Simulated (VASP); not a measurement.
# SiC (F-43m) in VASP: Born charges and dielectric tensor with PBE

Aim: the Born charges and dielectric tensor of SiC with PBE.

Everything below comes from runs of VASP 6.6.1. Logs are shortened: lines on timing, memory, paths and dates and some standing lists are left out, and cuts for length are marked.

**Measured values to compare with.**

From “Insight into the structural, elastic and electronic properties of a new orthorhombic 6O-SiC polytype”, 2020, pmc:7200658, for a bulk crystal of SiC: band gap 2.4 eV (indirect).

“Infrared properties of SiC particles”, 1999, arxiv:astro-ph/9903031 quotes, for a bulk crystal of SiC: high-frequency dielectric constant 6.49.

The results are compared with them further down.

## Step 1: The crystal as given

The structure is cubic, space group F-43m (No. 216). The conventional cell has a = 4.380 Å, b = 4.380 Å, c = 4.380 Å, α = 90.00°, β = 90.00°, γ = 90.00°. Around Si (site symmetry -43m) lie 4 C at 1.90 Å. C (site symmetry -43m) is surrounded by 4 Si at 1.90 Å.

## Step 2: Born charges and dielectric tensor, PBE

The input, INCAR:

```
PREC     = Accurate       # precision mode
ENCUT    = 520            # plane-wave cutoff, eV
EDIFF    = 1E-8           # SCF threshold, eV
ISMEAR   = 0              # smearing method
SIGMA    = 0.02           # smearing width, eV
LREAL    = False          # projectors in reciprocal space
LASPH    = True           # aspherical terms in the spheres
NELM     = 100            # most SCF steps
ALGO     = Normal         # electronic algorithm
ISIF     = 2              # what is computed and relaxed
LWAVE    = False          # write WAVECAR
LCHARG   = False          # write CHGCAR
GGA      = PE             # functional
LEPSILON = True           # dielectric tensor by DFPT
IBRION   = 8              # ionic algorithm
NSW      = 1              # ionic steps
```

The input, KPOINTS:

```
Automatic mesh
0
Gamma
  22 22 22
```

The input, POSCAR:

```
SiC
1.0
    0.0000000000      2.1898720000      2.1898720000
    2.1898720000      0.0000000000      2.1898720000
    2.1898720000      2.1898720000      0.0000000000
Si C
1 1
Direct
    0.0000000000      0.0000000000      0.0000000000
    0.2500000000      0.2500000000      0.2500000000
```

Potentials or basis: VASP PAW PBE potentials, release 64 (Si, C).

Command:

```bash
cat potpaw_PBE.64/Si/POTCAR potpaw_PBE.64/C/POTCAR > POTCAR
mpirun -np 1 vasp_std > vasp.out
```

OUTCAR:

```text
PREC = Accurate
   ENCUT = 520
   EDIFF = 1E-8
   ISMEAR = 0
   LREAL = False
   LASPH = True
   NELM = 100
   ISIF = 2
   GGA = PE
   LEPSILON = True
   IBRION = 8
   NSW = 1

 ion  position               nearest neighbor table
   1  0.000  0.000  0.000-   2 1.90   2 1.90   2 1.90   2 1.90
   2  0.250  0.250  0.250-   1 1.90   1 1.90   1 1.90   1 1.90

  LATTYP: Found a face centered cubic cell.
 ALAT       =     4.3797440000

  Lattice vectors:

 A1 = (   0.0000000000,   2.1898720000,   2.1898720000)
 A2 = (   2.1898720000,   0.0000000000,   2.1898720000)
 A3 = (   2.1898720000,   2.1898720000,   0.0000000000)

Analysis of symmetry for initial positions (statically):
=====================================================================
 Subroutine PRICEL returns:
 Original cell was already a primitive cell.

 Routine SETGRP: Setting up the symmetry group for a
 face centered cubic supercell.

 Subroutine GETGRP returns: Found 24 space group operations
 (whereof 24 operations were pure point group operations)
 out of a pool of 48 trial point group operations.

The static configuration has the point symmetry T_d .

Analysis of symmetry for dynamics (positions and initial velocities):
=====================================================================
 Subroutine PRICEL returns:
 Original cell was already a primitive cell.

 Routine SETGRP: Setting up the symmetry group for a
 face centered cubic supercell.

 Subroutine GETGRP returns: Found 24 space group operations
 (whereof 24 operations were pure point group operations)
 out of a pool of 48 trial point group operations.

The dynamic configuration has the point symmetry T_d .

 Subroutine INISYM returns: Found 24 space group operations
 (whereof 24 operations are pure point group operations),
 and found     1 'primitive' translations

----------------------------------------------------------------------------------------

                                     Primitive cell

  volume of cell :      21.0032

  direct lattice vectors                    reciprocal lattice vectors
     0.000000000  2.189872000  2.189872000    -0.228323847  0.228323847  0.228323847
     2.189872000  0.000000000  2.189872000     0.228323847 -0.228323847  0.228323847
     2.189872000  2.189872000  0.000000000     0.228323847  0.228323847 -0.228323847

  length of vectors
     3.096946682  3.096946682  3.096946682     0.395468504  0.395468504  0.395468504

  position of ions in fractional coordinates (direct lattice)
     0.000000000  0.000000000  0.000000000
     0.250000000  0.250000000  0.250000000

  ion indices of the primitive-cell ions
   primitive index   ion index
                 1           1
                 2           2

----------------------------------------------------------------------------------------

 KPOINTS: Automatic mesh

Automatic generation of k-mesh.
 Grid dimensions read from file:
 generate k-points for:   22   22   22

 Generating k-lattice:

  Cartesian coordinates                     Fractional coordinates (reciprocal lattice)
    -0.010378357  0.010378357  0.010378357     0.045454545  0.000000000  0.000000000
     0.010378357 -0.010378357  0.010378357     0.000000000  0.045454545  0.000000000
     0.010378357  0.010378357 -0.010378357     0.000000000  0.000000000  0.045454545

  Length of vectors
     0.017975841  0.017975841  0.017975841

  Shift w.r.t. Gamma in fractional coordinates (k-lattice)
     0.000000000  0.000000000  0.000000000

 Subroutine IBZKPT returns following result:
 ===========================================

 Found    328 irreducible k-points:
[... 379 lines left out ...]
 -----------------------------------------------------------------------------------
      0.00000      0.00000      0.00000         0.000000      0.000000      0.000000
      1.09494      1.09494      1.09494        -0.000000     -0.000000     -0.000000
 -----------------------------------------------------------------------------------
    total drift:                                0.000000      0.000000      0.000000

  FREE ENERGIE OF THE ION-ELECTRON SYSTEM (eV)
  ---------------------------------------------------
  free  energy   TOTEN  =       -15.0609845393 eV

  energy  without entropy=      -15.0609845393  energy(sigma->0) =      -15.06098454

 HEAD OF MICROSCOPIC STATIC DIELECTRIC TENSOR (INDEPENDENT PARTICLE, excluding Hartree and local field effects)
 ------------------------------------------------------
           7.237520     0.000000    -0.000000
          -0.000000     7.237520     0.000000
           0.000000     0.000000     7.237520
 ------------------------------------------------------

 Free energy of the ion-electron system (eV)
  ---------------------------------------------------
  ---------------------------------------------------
  free energy    TOTEN  =        -0.37596844 eV

  energy without entropy =       -0.37596844

------------------------ aborting loop because EDIFF is reached ----------------------------------------

--------------------------------------- Ionic step        2  -------------------------------------------

------------------------ aborting loop because EDIFF is reached ----------------------------------------

--------------------------------------- Ionic step        3  -------------------------------------------

------------------------ aborting loop because EDIFF is reached ----------------------------------------

 PIEZOELECTRIC TENSOR FIELD DIRECTION 3  (e Angst)
 -----------------------------------------------------------------------------
    -0.00076 -1.28941  0.00000           ( -0.00000 -0.05282  0.00000)
    -1.28941 -0.00076  0.00000           ( -0.05282 -0.00000  0.00000)
     0.00000  0.00000  0.00102           (  0.00000  0.00000 -0.00000)

 PIEZOELECTRIC TENSOR FIELD DIRECTION 3  (C/m^2)
 -----------------------------------------------------------------------------
    -0.00058 -0.98359  0.00000
    -0.98359 -0.00058  0.00000
     0.00000  0.00000  0.00078

--------------------------------------- Ionic step        4  -------------------------------------------

------------------------ aborting loop because EDIFF is reached ----------------------------------------

[... ionic steps 5 to 6 ...]

--------------------------------------- Ionic step        7  -------------------------------------------

 Free energy of the ion-electron system (eV)
  ---------------------------------------------------
  ---------------------------------------------------
  free energy    TOTEN  =        -0.12458493 eV

  energy without entropy =       -0.12458493

------------------------ aborting loop because EDIFF is reached ----------------------------------------

 INTERNAL STRAIN TENSOR  FOR ION    2  DIRECTION 1   (eV/Angst):
 -----------------------------------------------------------------------------
    -0.00251  0.00000  0.00000
     0.00000  0.00103 -7.51736
     0.00000 -7.51736  0.00103

 MACROSCOPIC STATIC DIELECTRIC TENSOR (including local field effects in DFT)
 ------------------------------------------------------
           7.003594     0.000000    -0.000000
          -0.000000     7.003594     0.000000
           0.000000     0.000000     7.003594
 ------------------------------------------------------

 PIEZOELECTRIC TENSOR (including local field effects)  for field in x, y, z        (e  Angst)
          XX          YY          ZZ          XY          YZ          ZX
  --------------------------------------------------------------------------------
  x     0.00000    -0.00000     0.00000     0.00000    -1.28828    -0.00000
  y     0.00000     0.00000    -0.00000    -0.00000     0.00000    -1.28828
  z    -0.00000     0.00000     0.00000    -1.28828    -0.00000     0.00000

 PIEZOELECTRIC TENSOR (including local field effects)  for field in x, y, z        (C/m^2)
          XX          YY          ZZ          XY          YZ          ZX
  --------------------------------------------------------------------------------
  x     0.00000    -0.00000     0.00000     0.00000    -0.98273    -0.00000
  y     0.00000     0.00000    -0.00000    -0.00000     0.00000    -0.98273
  z    -0.00000     0.00000     0.00000    -0.98273    -0.00000     0.00000

 BORN EFFECTIVE CHARGES (including local field effects) (in |e|, cummulative output)
 ---------------------------------------------------------------------------------
 ion    1
    1     2.68327     0.00000     0.00000
    2     0.00000     2.68327    -0.00000
    3     0.00000    -0.00000     2.68327
 ion    2
    1    -2.68327     0.00000    -0.00000
    2     0.00000    -2.68327     0.00000
    3    -0.00000     0.00000    -2.68327

 INTERNAL STRAIN TENSOR FOR ION    2 for displacements in x,y,z  (eV/Angst):
          X           Y           Z          XY          YZ          ZX
  --------------------------------------------------------------------------------
  x    -0.00000    -0.00000    -0.00000     0.00000    -7.51736     0.00000
  y     0.00000    -0.00000     0.00000     0.00000     0.00000    -7.51736
  z    -0.00000    -0.00000    -0.00000    -7.51736     0.00000     0.00000

 SECOND DERIVATIVES (NOT SYMMETRIZED)
 ------------------------------------
               1X          1Y          1Z          2X          2Y          2Z
  1X   -18.567815    0.000000    0.000000   18.567815    0.000000    0.000000
  1Y     0.000000  -18.567815    0.000000    0.000000   18.567815    0.000000
  1Z     0.000000    0.000000  -18.567815    0.000000    0.000000   18.567815
  2X    18.574818    0.000000    0.000000  -18.574818    0.000000    0.000000
  2Y     0.000000   18.574818    0.000000    0.000000  -18.574818    0.000000
  2Z     0.000000    0.000000   18.574818    0.000000    0.000000  -18.574818

 Eigenvectors and eigenvalues of the dynamical matrix
 ----------------------------------------------------

   1 f  =   23.228021 THz   145.945962 2PiTHz  774.803389 cm-1    96.063334 meV
             X         Y         Z           dx          dy          dz
      0.000000  0.000000  0.000000     0.000000    0.547245    0.000000
      1.094936  1.094936  1.094936     0.000000   -0.836973    0.000000
[... 21 lines left out ...]
   6 f/i=    0.002006 THz     0.012604 2PiTHz    0.066912 cm-1     0.008296 meV
             X         Y         Z           dx          dy          dz
      0.000000  0.000000  0.000000     0.000000    0.000000    0.836973
      1.094936  1.094936  1.094936     0.000000    0.000000    0.547245

--------------------------------------------------------------------------------------------------------

 MACROSCOPIC STATIC DIELECTRIC TENSOR IONIC CONTRIBUTION
 ------------------------------------------------------
           3.340145    -0.000000     0.000000
          -0.000000     3.340145     0.000000
           0.000000     0.000000     3.340145
 ------------------------------------------------------

 ELASTIC MODULI CONTR FROM IONIC RELAXATION (kBar)
 Direction    XX          YY          ZZ          XY          YZ          ZX
 --------------------------------------------------------------------------------
 XX          -0.0000      0.0000      0.0000      0.0000     -0.0000      0.0000
 YY           0.0000     -0.0000      0.0000      0.0000      0.0000     -0.0000
 ZZ           0.0000      0.0000     -0.0000     -0.0000      0.0000      0.0000
 XY           0.0000      0.0000     -0.0000   -212.2621      0.0000     -0.0000
 YZ          -0.0000      0.0000      0.0000      0.0000   -212.2621      0.0000
 ZX           0.0000     -0.0000      0.0000     -0.0000      0.0000   -212.2621
 --------------------------------------------------------------------------------

 PIEZOELECTRIC TENSOR IONIC CONTR  for field in x, y, z        (C/m^2)
          XX          YY          ZZ          XY          YZ          ZX
  --------------------------------------------------------------------------------
  x     0.00000    -0.00000    -0.00000    -0.00000     0.79230    -0.00000
  y    -0.00000     0.00000    -0.00000     0.00000    -0.00000     0.79230
  z    -0.00000    -0.00000     0.00000     0.79230     0.00000     0.00000
```

Wall time 14 min (1 thread of AMD EPYC 9R45 (Zen 5), shared host); peak memory 0.66 GiB.

Results:

| Quantity | Value |
| --- | --- |
| Band gap on the k mesh | 1.37 eV, indirect (least direct gap 4.53 eV) |
| Electronic dielectric tensor (diagonal) | 7.00 |
| Born charges (mean of the diagonal) | Si +2.68; C -2.68 e |
| Highest phonon frequency at Γ, LO-TO splitting left out | 775 cm⁻¹ |

Levels at points of the mesh, in eV from the valence-band top:
| k point | band 1 | band 2 | band 3 | band 4 | band 5 | band 6 | band 7 | band 8 |
| --- | --- | --- | --- | --- | --- | --- | --- | --- |
| (0.00, 0.00, 0.00) | -15.29 | 0.00 | 0.00 | 0.00 | 6.06 | 7.20 | 7.20 | 7.20 |
| (0.50, 0.00, 0.00) | -11.78 | -8.45 | -1.05 | -1.05 | 5.30 | 7.17 | 7.17 | 9.97 |
| (0.50, 0.50, 0.00) | -10.34 | -7.75 | -3.16 | -3.16 | 1.37 | 4.27 | 13.86 | 13.86 |

Phonon frequencies in cm⁻¹ (negative: imaginary):
```
              q point        frequencies
(0.000, 0.000, 0.000)  0 0 0 775 775 775
```

Electronic dielectric tensor:
```
7.00 0.00 0.00
0.00 7.00 0.00
0.00 0.00 7.00
```

Born effective charge tensors (e):
atom 1, Si
```
2.68 0.00 0.00
0.00 2.68 0.00
0.00 0.00 2.68
```
atom 2, C
```
-2.68  0.00  0.00
 0.00 -2.68  0.00
 0.00  0.00 -2.68
```

## Step 3: How close it comes

Step 2. Against the measured gap of SiC, 2.4 eV (indirect; quoted in “Insight into the structural, elastic and electronic properties of a new orthorhombic 6O-SiC polytype”, 2020, pmc:7200658), the calculated 1.37 eV is off by -1.03 eV. The value is that of PBE on a finite k mesh, which can miss the band edges, without temperature or zero-point motion. Semilocal functionals fall short of measured gaps as a rule. Measured high-frequency dielectric constant of SiC: 6.49 (quoted in “Infrared properties of SiC particles”, 1999, arxiv:astro-ph/9903031). This calculation gives 7.00 (+7.9 %).
